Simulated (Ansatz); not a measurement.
# In2O3 (R-3c) in Ansatz: band structure with LDA

Aim: the band structure of In2O3 with LDA.

Everything below comes from runs of Ansatz 0.2.0. Logs are shortened: lines on timing, memory, paths and dates and some standing lists are left out, and cuts for length are marked.

**Measured values to compare with.**

“Fabrication and performance enhancement of an In2O3/BiVO4 heterojunction for N-butanol gas sensing applications”, 2024, pmc:11650617 reports, for a powder of In2O3: band gap 3.08 eV (optical).

The runs below are set against these values where they give the same quantity.

## Step 1: The structure

The structure is trigonal, space group R-3c (No. 167). The conventional cell has a = 5.487 Å, b = 5.487 Å, c = 14.510 Å, α = 90.00°, β = 90.00°, γ = 120.00°. In (site symmetry 3) has 6 O at 2.12 to 2.26 Å as nearest neighbours. Around O (site symmetry 2) lie 4 In at 2.12 to 2.26 Å.

## Step 2: Band structure, LDA

The input, input.yaml:

```yaml
crystal:
  lattice:
    - [2.7435, 1.5839604635, 4.8366666667]
    - [-2.7435, 1.5839604635, 4.8366666667]
    - [0.0, -3.167920927, 4.8366666667]
  atoms:
    - { symbol: In, position: [0.85731, 0.85731, 0.85731] }
    - { symbol: In, position: [0.64269, 0.64269, 0.64269] }
    - { symbol: In, position: [0.14269, 0.14269, 0.14269] }
    - { symbol: In, position: [0.35731, 0.35731, 0.35731] }
    - { symbol: O, position: [0.048, 0.75, 0.452] }
    - { symbol: O, position: [0.75, 0.452, 0.048] }
    - { symbol: O, position: [0.452, 0.048, 0.75] }
    - { symbol: O, position: [0.952, 0.25, 0.548] }
    - { symbol: O, position: [0.25, 0.548, 0.952] }
    - { symbol: O, position: [0.548, 0.952, 0.25] }
hamiltonian:
  xc: lda
  pseudopotentials: { kind: paw }
kpoints:
  mp_grid: { grid: [6, 6, 6] }
  band_path:
    path:
      - [[0.0, 0.0, 0.0], [0.5, 0.0, 0.0], [0.5, 0.2381665116, -0.2381665116]]
      - [[0.7618334884, 0.5, 0.2381665116], [0.5, 0.5, 0.5], [0.0, 0.0, 0.0], [0.3690832558, 0.0, -0.3690832558]]
      - [[0.6309167442, 0.3690832558, 0.0], [0.5, 0.5, 0.0], [0.6309167442, 0.6309167442, 0.2381665116], [0.5, 0.5, 0.5]]
      - [[0.5, 0.0, 0.0], [0.7618334884, 0.3690832558, 0.3690832558]]
    npoints: 10
scf:
  occupations: { method: fermi_dirac, width: 0.05 }
  n_extra_bands: 25
output:
  forces: true
  stress: true
  eigenvalues: true
  fatbands: true
  write_density: true
  write_potential: true
  elf: true
  volumetric_format: npy
```

Potentials or basis: Ansatz PAW.

On the command line:

```console
> ansatz run input.yaml --threads 4 --pin off --max-ram 11264MiB --backend cpu --events-out ev --progress --plain --runs-dir out
```

The program printed:

```text
Warning: RAYON_NUM_THREADS=4 ignored (pool sized by the plan → 4); use --threads N
scf.n_extra_bands = 25 over 44 filled bands (N_el = 88.0): the run solves 69 bands
Engine: ansatz 0.2.0, aarch64-unknown-linux-gnu
Pseudopotentials: kind: paw
Pseudopotential: In, paw, valence charge 13, recommended cutoff 420 eV (normal), In.paw.azcp
Pseudopotential: O, paw, valence charge 6, recommended cutoff 420 eV (normal), O.paw.azcp
Functional definition: SPW92
  exchange = slater_x
  correlation = pw_c
Crystal: 10 atoms, lattice volume = 126.109 Å³
Basis set: ecut = 420 eV, 2453 PW (Γ)
Bands: 69, of which v1, the nominal top of the filled ones, is band 44 counted from 1 (43 counted from 0)
Symmetry: 12 space group operations
Space group: R-3c (ITA 167), of the structure as read, at distance tolerance 5.0e-5 Å
k-points: 32 of 216
Non-local potential: In, projectors of the file, l = 0: 2, l = 1: 2, l = 2: 2, l = 3: 2
Non-local potential: O, projectors of the file, l = 0: 2, l = 1: 2, l = 2: 1
PAW form: soft (Blöchl's): semilocal exchange-correlation on the pseudo side does not see the compensation charge
PAW frozen core: In, regenerated for the run's functional, and the local potential with it (the file was generated under x = pbe(κ = 0.804, μ = 0.2195149727645171), c = pbe(β = 0.06672455060314922))
PAW frozen core: O, regenerated for the run's functional, and the local potential with it (the file was generated under x = pbe(κ = 0.804, μ = 0.2195149727645171), c = pbe(β = 0.06672455060314922))
PAW one-centre angular grid: In, 590 points (default); XC on 64 Gauss nodes
PAW one-centre angular grid: O, 110 points (default); XC on 64 Gauss nodes
Initial density: superposition of atomic densities (neutral atoms: chi_scale 0, normalization atom), corrected by the library's trained network
Initial wavefunctions: pseudopotential atomic-orbital guess
Functional: x = slater, c = lda
SCF iter   1: F=—  HF=-25161.461737 eV  |F-HF|=—  |Δ(HF+E_count)|=         —  Δρ=1.99e-2  dr2=4.22e-1  ethr=1.77e-3  ⟨swp⟩=5.5  Hψ=9731  notcnv=0  defer=300
preconditioner: auto → Resta (q_TF=auto, 2.569 Å⁻¹)  ε∞=3.4  [insulator: Δε(μ)=0.990 eV  Ē_g=19.888 eV  σ=0.050 eV  W_gap=1.00  n_scr=32 (ndim 8)  ℏωp=31.0 eV  f_vac=0.019  D(μ)=0.00/eV (n_scr^D=0)  ε∞_Penn≈3.4]
SCF iter   2: F=—  HF=-25161.344662 eV  |F-HF|=—  |Δ(HF+E_count)|=   1.17e-1  Δρ=5.61e-3  dr2=1.66e-2  ethr=4.80e-4  ⟨swp⟩=2.2  Hψ=3258  notcnv=0  defer=615
SCF iter   3: F=—  HF=-25161.339078 eV  |F-HF|=—  |Δ(HF+E_count)|=   5.58e-3  Δρ=2.07e-3  dr2=3.38e-3  ethr=1.89e-5  ⟨swp⟩=2.1  Hψ=2936  notcnv=0  defer=615
SCF iter   4: F=—  HF=-25161.338127 eV  |F-HF|=—  |Δ(HF+E_count)|=   9.52e-4  Δρ=9.08e-4  dr2=6.79e-4  ethr=3.84e-6  ⟨swp⟩=1.0  Hψ=1593  notcnv=0  defer=615
SCF iter   5: F=—  HF=-25161.337901 eV  |F-HF|=—  |Δ(HF+E_count)|=   2.26e-4  Δρ=1.64e-4  dr2=2.85e-5  ethr=7.72e-7  ⟨swp⟩=2.7  Hψ=2685  notcnv=0  defer=615
SCF iter   6: F=—  HF=-25161.337886 eV  |F-HF|=—  |Δ(HF+E_count)|=   1.49e-5  Δρ=1.83e-5  dr2=4.28e-7  ethr=3.23e-8  ⟨swp⟩=2.1  Hψ=2737  notcnv=0  defer=615
SCF iter   7: F=-25161.337886 eV  HF=-25161.337886 eV  |F-HF|=1.96e-10  |Δ(HF+E_count)|=   5.69e-8  Δρ=1.75e-6  dr2=4.89e-9  ethr=1.14e-10  ⟨swp⟩=16.3  Hψ=17824  notcnv=0
SCF 1 converged in 7 iterations: F = -25161.337886 eV  dr2 = 4.89e-9
NSCF: frozen V_eff on 94 k-points
SCF converged after 7 iterations
Free energy (F): -25161.337886 eV
Harris-Foulkes:  -25161.337886 eV  (|F-HF|=1.96e-10)
Internal energy: -25161.337885 eV  (E = F + TS)
E sigma→0 (E₀):  -25161.337886 eV
Entropy (-TS):   -0.000001 eV (-0.000 meV/atom)
Fermi energy:    9.278823 eV
--- Per-component energies (eV) ---
  E_band       = 10.455106
  E_kinetic    = 2029.143260
  E_local      = -5865.962442  (includes V_loc(G=0)·N_el)
  E_nonlocal   = 1796.939470
  E_hartree    = 2238.382592
  E_xc         = -1282.306394
  E_vxc        = -956.611287  (∫ρ·V_xc dr)
  E_paw        = -16968.159466  (= ΣΔE_a)
  E_vpaw       = -1469.836071  (= ΣTr[D̂ρ^β])
  E_aug_tail   = 0.014790  (compensation charges beyond the density's cutoff)
  E_ewald      = -7111.109369
  E_core_change = 1.719675  (= ΣΔE_core)
  E_smearing   = -0.000001  (= −TS)
  E_closure    = 0.000000  (closes the sum)
  Σ components = -25161.337886   (vs F -25161.337886, Δ=0.00e0)
--- Forces (eV/Å), atoms counted from 1 ---
  atom   1  In    -0.00000000     0.00000000    -0.09531925
  atom   2  In    -0.00000000    -0.00000000     0.09531925
  atom   3  In     0.00000000    -0.00000000     0.09531925
  atom   4  In     0.00000000    -0.00000000    -0.09531925
  atom   5  O     -0.08348425    -0.14459896     0.00000000
  atom   6  O     -0.08348425     0.14459896     0.00000000
  atom   7  O      0.16696850     0.00000000     0.00000000
  atom   8  O      0.08348425     0.14459896    -0.00000000
  atom   9  O      0.08348425    -0.14459896    -0.00000000
  atom  10  O     -0.16696850    -0.00000000    -0.00000000
  max |Σ_I F_I| component: 2.78e-17 eV/Å
--- Stress (GPa, compression-positive) ---
       -3.090460       0.000000      -0.000000
        0.000000      -3.090460       0.000000
       -0.000000      -0.000000      -3.416541
  P = ⅓ Tr σ = -3.1992 GPa (-31.992 kbar)
--- Band table (eV; the first three rows and the last of 32) ---
  k-point 0: bands = ["-8.8377", "-7.9161", "-7.9161", "-7.6737", "-7.6737", "-7.5680", "-3.6698", "-3.6698", "-3.5062", "-3.5062", "-3.4926", "-3.3683", "-3.3429", "-3.3429", "-3.2902", "-3.2902", "-3.2327", "-3.2327", "-3.1100", "-3.1100", "-3.1070", "-3.0959", "-2.7856", "-2.7856", "-2.0269", "-2.0269", "2.7988", "3.1803", "4.4566", "4.4566", "5.2132", "5.4578", "5.9024", "5.9024", "6.0190", "7.7841", "7.7841", "8.0941", "8.2152", "8.2152", "8.3112", "8.3112", "8.5426", "8.5426", "9.7668", "13.9975", "14.6635", "15.7473", "17.6067", "17.6363", "17.6363", "17.8979", "18.3303", "18.3303", "18.8671", "19.2063", "19.2063", "20.6417", "20.6417", "20.9773", "22.9576", "22.9576", "23.9782", "25.7233", "25.9340", "26.4699", "26.6085", "26.6085", "27.2533"]
  k-point 1: bands = ["-8.7561", "-7.9057", "-7.8997", "-7.7419", "-7.6921", "-7.6028", "-3.6496", "-3.6386", "-3.5251", "-3.5131", "-3.4752", "-3.3879", "-3.3300", "-3.3229", "-3.3099", "-3.2930", "-3.2458", "-3.2325", "-3.1347", "-3.1075", "-3.1055", "-3.0167", "-2.8168", "-2.7692", "-2.1538", "-2.0676", "2.9213", "3.1692", "4.1171", "4.8426", "5.0118", "5.7033", "5.9651", "6.3056", "6.4850", "7.0050", "7.6628", "7.7286", "8.0722", "8.0859", "8.3161", "8.3811", "8.3841", "8.5329", "10.6584", "14.3118", "14.5266", "15.4690", "16.5985", "17.1751", "17.9663", "18.0535", "18.7963", "18.9044", "18.9761", "19.2536", "19.2584", "20.6546", "20.8179", "20.9167", "22.3197", "23.1058", "24.0506", "24.8866", "25.2269", "25.4590", "26.0109", "26.5570", "27.3615"]
  k-point 2: bands = ["-8.5344", "-7.9492", "-7.8665", "-7.8512", "-7.7420", "-7.6804", "-3.6217", "-3.5815", "-3.5221", "-3.5007", "-3.4539", "-3.4081", "-3.3636", "-3.3414", "-3.3053", "-3.2952", "-3.2407", "-3.2193", "-3.1755", "-3.1090", "-3.1013", "-2.9397", "-2.7856", "-2.7208", "-2.3999", "-2.2129", "3.1879", "3.4165", "3.6749", "4.8997", "5.4321", "5.8378", "6.0327", "6.4720", "6.8699", "7.0332", "7.2935", "7.3589", "7.9083", "7.9315", "7.9627", "8.0463", "8.4486", "8.5894", "12.0790", "14.3026", "14.4762", "14.7629", "16.2605", "16.8028", "17.7396", "18.4381", "18.5647", "18.7326", "19.0927", "19.7100", "20.1817", "20.5046", "20.8070", "21.7540", "22.1459", "23.0014", "23.1521", "23.8508", "24.3886", "24.6278", "25.3946", "25.9869", "27.0576"]
  k-point 31: bands = ["-8.2462", "-8.2462", "-7.7984", "-7.7984", "-7.7984", "-7.7984", "-3.5521", "-3.5521", "-3.5456", "-3.5456", "-3.5456", "-3.5456", "-3.3616", "-3.3616", "-3.3616", "-3.3616", "-3.1271", "-3.1271", "-3.1271", "-3.1271", "-2.9988", "-2.9988", "-2.5000", "-2.5000", "-2.5000", "-2.5000", "3.4467", "3.4467", "4.9142", "4.9142", "5.6078", "5.6078", "5.6078", "5.6078", "6.5206", "6.5206", "7.4710", "7.4710", "7.4710", "7.4710", "8.3939", "8.3939", "8.3939", "8.3939", "12.8987", "12.8987", "15.5981", "15.5981", "16.6671", "16.6671", "18.1970", "18.1970", "18.1970", "18.1970", "20.1765", "20.1765", "20.1765", "20.1765", "20.3305", "20.3305", "22.2761", "22.2761", "24.2095", "24.2095", "24.2095", "24.2095", "26.7193", "26.7193", "26.7193"]
```

Run time: 19 s. Hardware: 4 threads of Arm Neoverse V1, shared host; peak memory 0.78 GiB.

What came out:

* Free energy: -25161.3379 eV
* Pressure: -3.2 GPa
* Largest force: 0.167 eV/Å
* Band gap on the k mesh: 1.18 eV, indirect (least direct gap 1.22 eV)
* Band gap along the path: 1.18 eV, indirect (least direct gap 1.22 eV)

Forces on the atoms (eV/Å):
```
In   0.000  0.000 -0.095
In   0.000  0.000  0.095
In   0.000  0.000  0.095
In   0.000  0.000 -0.095
O   -0.083 -0.145  0.000
O   -0.083  0.145  0.000
O    0.167  0.000  0.000
O    0.083  0.145  0.000
O    0.083 -0.145  0.000
O   -0.167  0.000  0.000
```

Levels at the corners of the path, in eV from the valence-band top:
```csv
point,band 42,band 43,band 44,band 45,band 46,band 47
Γ,-0.28,-0.05,-0.05,1.18,5.41,6.07
L,-0.78,-0.07,-0.07,4.86,4.86,5.72
B1,-0.35,-0.16,-0.16,5.46,5.46,5.78
B,-0.35,-0.16,-0.16,5.46,5.46,5.78
Z,-0.20,-0.20,-0.20,4.31,4.31,7.01
Γ,-0.28,-0.05,-0.05,1.18,5.41,6.07
X,-0.27,-0.22,-0.07,5.18,5.40,5.62
Q,-0.27,-0.22,-0.07,5.18,5.40,5.62
F,-0.35,-0.09,-0.04,5.08,5.39,6.33
P1,-0.39,-0.32,-0.11,5.34,5.51,5.62
Z,-0.20,-0.20,-0.20,4.31,4.31,7.01
L,-0.78,-0.07,-0.07,4.86,4.86,5.72
P,-0.39,-0.32,-0.11,5.34,5.51,5.62
```

Caveat: the pressure holds a Pulay correction of +0.9 GPa for the finite cutoff; spin-orbit coupling is left out, which moves the levels of the heavy elements; the PAW data sets come from PBE, with cores solved anew for the run's functional, which leaves a small shift of forces and pressure.

## Step 3: How close it comes

Step 2. Measured gap of In2O3: 3.08 eV (optical; powder; “Fabrication and performance enhancement of an In2O3/BiVO4 heterojunction for N-butanol gas sensing applications”, 2024, pmc:11650617). This calculation gives 1.18 eV (-1.90 eV). So large a miss can be the level of theory's own, or it may mean another phase, state or a wrong row. Spin-orbit coupling on In is left out. The value is that of LDA, without temperature or zero-point motion. Semilocal functionals fall short of measured gaps as a rule.
